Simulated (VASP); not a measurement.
**Shielding tensors and field gradients of LiCl**

Aim: NMR shielding tensors and field gradients of LiCl. The cell is of the rock-salt type, one of the forms listed for this formula, which need not be the common one. The start is a cell from a database of measured crystal structures.

Method: PBE; plane waves and PAW (Cl, Li_sv), in the first sound run; inputs show where later runs differ, in VASP 6.6.1.

The database entry behind the starting cell differs from later determinations by our own check (0.1 to 0.3 % short, probably kX units), so it need not match the best structure at ambient conditions.

### Step 1. The structure

Symmetry: Fm-3m, No. 225, cubic system. The conventional cell has a = 5.130 Å, b = 5.130 Å, c = 5.130 Å, α = 90.00°, β = 90.00°, γ = 90.00°. Nearest to Cl lie 6 Li at 2.56 Å. Nearest to Li lie 6 Cl at 2.56 Å. Farther neighbours and most contacts between anions are not listed.

### Step 2. Ground state

A ground-state run shows first whether the cell has a gap, which the next steps need; its size sets how fine their mesh has to be.

INCAR

```
SYSTEM = LiCl
PREC = Accurate
ENCUT = 650
EDIFF = 1E-07
NELM = 100
ISMEAR = 0
SIGMA = 0.01
LREAL = .FALSE.
ALGO = Normal
GGA = PE
NBANDS = 11
LORBIT = 11
LWAVE = .FALSE.
LCHARG = .FALSE.
KPAR = 4
```

POSCAR

```
LiCl
1.0
    0.0000000000      2.5647700000      2.5647700000
    2.5647700000      0.0000000000      2.5647700000
    2.5647700000      2.5647700000      0.0000000000
Cl Li
1 1
Direct
    0.5000000000      0.5000000000      0.5000000000
    0.0000000000      0.0000000000      0.0000000000
```

KPOINTS

```
Automatic mesh
0
Gamma
6 6 6
0 0 0
```

PAW data sets: Cl and Li_sv (PBE family, release 64).

Launch:

```console
$ mpirun -np 4 vasp_std
```

The program printed:

```text
[banner, memory and clock lines left out]
running    4 mpi-ranks, on    1 nodes
 distrk:  each k-point on    1 cores,    4 groups
 distr:  one band on    1 cores,    1 groups

 POSCAR found type information on POSCAR ClLi
 POSCAR found :  2 types and       2 ions
 LDA part: xc-table for (Slater+PW92), standard interpolation
 POSCAR, INCAR and KPOINTS ok, starting setup
 FFT: planning ... GRIDC
 FFT: planning ... GRID_SOFT
 FFT: planning ... GRID
 WAVECAR not read
 entering main loop
       N       E                     dE             d eps       ncg     rms          rms(c)
DAV:   1     0.476237281746E+02    0.47624E+02   -0.46829E+03   352   0.985E+02
DAV:   2    -0.451536553514E+01   -0.52139E+02   -0.50443E+02   440   0.167E+02
DAV:   3    -0.738987822590E+01   -0.28745E+01   -0.28659E+01   489   0.403E+01
DAV:   4    -0.744854677002E+01   -0.58669E-01   -0.58649E-01   476   0.572E+00
DAV:   5    -0.744934804509E+01   -0.80128E-03   -0.80126E-03   480   0.674E-01    0.239E+00
DAV:   6    -0.737938195521E+01    0.69966E-01   -0.15732E-01   445   0.197E+00    0.170E+00
DAV:   7    -0.738055913188E+01   -0.11772E-02   -0.50045E-02   537   0.128E+00    0.921E-01
DAV:   8    -0.738464005601E+01   -0.40809E-02   -0.64678E-03   412   0.628E-01    0.146E-01
DAV:   9    -0.738461243726E+01    0.27619E-04   -0.17860E-04   457   0.102E-01    0.508E-02
DAV:  10    -0.738467556596E+01   -0.63129E-04   -0.10660E-04   402   0.760E-02    0.387E-02
DAV:  11    -0.738467652288E+01   -0.95692E-06   -0.76971E-06   497   0.192E-02    0.175E-03
DAV:  12    -0.738467695268E+01   -0.42980E-06   -0.43378E-07   432   0.496E-03    0.449E-03
DAV:  13    -0.738467682335E+01    0.12934E-06   -0.11236E-07   328   0.233E-03    0.391E-04
DAV:  14    -0.738467683436E+01   -0.11017E-07   -0.60914E-09   242   0.682E-04
   1 F= -.73846768E+01 E0= -.73846768E+01  d E =-.545732E-50
```

It took 5.6 s on 4 MPI ranks of Intel Xeon Platinum 8375C at 2.90GHz (Ice Lake), shared host; peak memory 0.58 GiB; 20 s of CPU time.

Lines that name or quote the potential files are left out of all logs, and their timing lines are given in words.

From OUTCAR (step 2):

```text
ion  position               nearest neighbor table
   1  0.500  0.500  0.500-   2 2.56   2 2.56   2 2.56   2 2.56   2 2.56   2 2.56
   2  0.000  0.000  0.000-   1 2.56   1 2.56   1 2.56   1 2.56   1 2.56   1 2.56

  LATTYP: Found a face centered cubic cell.
 ALAT       =     5.1295400000

 Subroutine GETGRP returns: Found 48 space group operations
 (whereof 48 operations were pure point group operations)

The static configuration has the point symmetry O_h .

 Found     16 irreducible k-points:

   k-points           NKPTS =     16   k-points in BZ     NKDIM =     16   number of bands    NBANDS=     11

   dimension x,y,z NGX =    30 NGY =   30 NGZ =   30
   dimension x,y,z NGXF=    60 NGYF=   60 NGZF=   60

   ENCUT  =  650.0 eV  47.77 Ry    6.91 a.u.   7.54  7.54  7.54*2*pi/ulx,y,z

   NELECT =      10.0000    total number of electrons

 k-points in reciprocal lattice and weights: Automatic mesh
   0.00000000  0.00000000  0.00000000       0.005
   0.16666667  0.00000000  0.00000000       0.037
   0.33333333  0.00000000  0.00000000       0.037
   0.50000000  0.00000000  0.00000000       0.019
   0.16666667  0.16666667  0.00000000       0.028
   0.33333333  0.16666667  0.00000000       0.111
   0.50000000  0.16666667  0.00000000       0.111
  -0.33333333  0.16666667  0.00000000       0.111
  -0.16666667  0.16666667  0.00000000       0.056
[...]
-0.33333333  0.33333333  0.16666667       0.111
  -0.33333333  0.50000000  0.16666667       0.056

 average (electrostatic) potential at core
       1 -92.6060       2 -62.0190

 E-fermi :   0.6822

 k-point     1 :       0.0000    0.0000    0.0000
  band No.  band energies     occupation
      1     -42.9391      2.00000
      2     -12.8171      2.00000
      3       0.5791      2.00000
      4       0.5791      2.00000
      5       0.5791      2.00000
      6       6.9182      0.00000
      7      12.5178      0.00000
      8      12.5178      0.00000
      9      12.5178      0.00000
     10      15.1085      0.00000
    ...

 k-point     2 :       0.1667    0.0000    0.0000
  band No.  band energies     occupation
      1     -42.9386      2.00000
      2     -12.6868      2.00000
      3      -0.2797      2.00000
      4       0.5099      2.00000
      5       0.5099      2.00000
      6       7.6046      0.00000
      7      11.4939      0.00000
      8      12.0834      0.00000
      9      12.0834      0.00000
     10      13.7736      0.00000
    ...

 k-point     3 :       0.3333    0.0000    0.0000
  band No.  band energies     occupation
      1     -42.9372      2.00000
      2     -12.4032      2.00000
      3      -1.6409      2.00000
      4       0.3823      2.00000
      5       0.3823      2.00000
      6       7.6436      0.00000
      7      10.6214      0.00000
      8      10.6214      0.00000
      9      12.2981      0.00000
     10      15.6627      0.00000
    ...

  Total        0.0600560      0.0600560      0.0600560      0.0000000      0.0000000     -0.0000000
  in kB        2.8516211      2.8516211      2.8516211      0.0000000      0.0000000     -0.0000000
  external PRESSURE =       2.8516211 kB  Pullay stress =       0.0000000 kB

  energy-cutoff  :      650.00
  volume of cell :       33.74
      direct lattice vectors                 reciprocal lattice vectors
     0.000000000  2.564770000  2.564770000    -0.194949255  0.194949255  0.194949255
     2.564770000  0.000000000  2.564770000     0.194949255 -0.194949255  0.194949255
     2.564770000  2.564770000  0.000000000     0.194949255  0.194949255 -0.194949255

 POSITION                                       TOTAL-FORCE (eV/Angst)
 -----------------------------------------------------------------------------------
      2.56477      2.56477      2.56477         0.000000      0.000000     -0.000000
      0.00000      0.00000      0.00000         0.000000     -0.000000      0.000000
 -----------------------------------------------------------------------------------
    total drift:                               -0.000000     -0.000000      0.000000

  FREE ENERGIE OF THE ION-ELECTRON SYSTEM (eV)
  ---------------------------------------------------
  free  energy   TOTEN  =        -7.3846768344 eV

  energy  without entropy=       -7.3846768344  energy(sigma->0) =       -7.38467683

 total charge
# of ion       s       p       d       tot
------------------------------------------
    1        1.589   3.592   0.000   5.181
    2        2.006   0.034   0.000   2.040
--------------------------------------------------
tot          3.596   3.626   0.000   7.221

[... 3 further parts left out ...]
```

The gap is read on the k-mesh alone, so it is an upper bound where the band edges lie off the mesh.

A gap read on the k-mesh alone can miss the band edges.

This step gave:

| Quantity | Value |
| --- | --- |
| free energy (TOTEN) | -7.385 eV |
| Fermi energy | 0.6822 eV |
| pressure | 0.2852 GPa |
| gap on the k-mesh | 6.339 eV |
| least direct gap on the k-mesh | 6.339 eV |

The cell has a gap of 6.34 eV on this mesh.

(Part 1 of 3 ends here.)

[Lines on the potential files, build, host, timing and source positions are cut from VASP's logs without a mark.]

[Logs are printed without paths, hosts, clocks, repeated set-up lines and the standing remarks that a program may print on its own settings, such as how far it seeks lower states.]

[Hosts, paths, dates, database ids (printed as entryN), source tags and the programs' standing remarks are cut or masked in the printed files.]
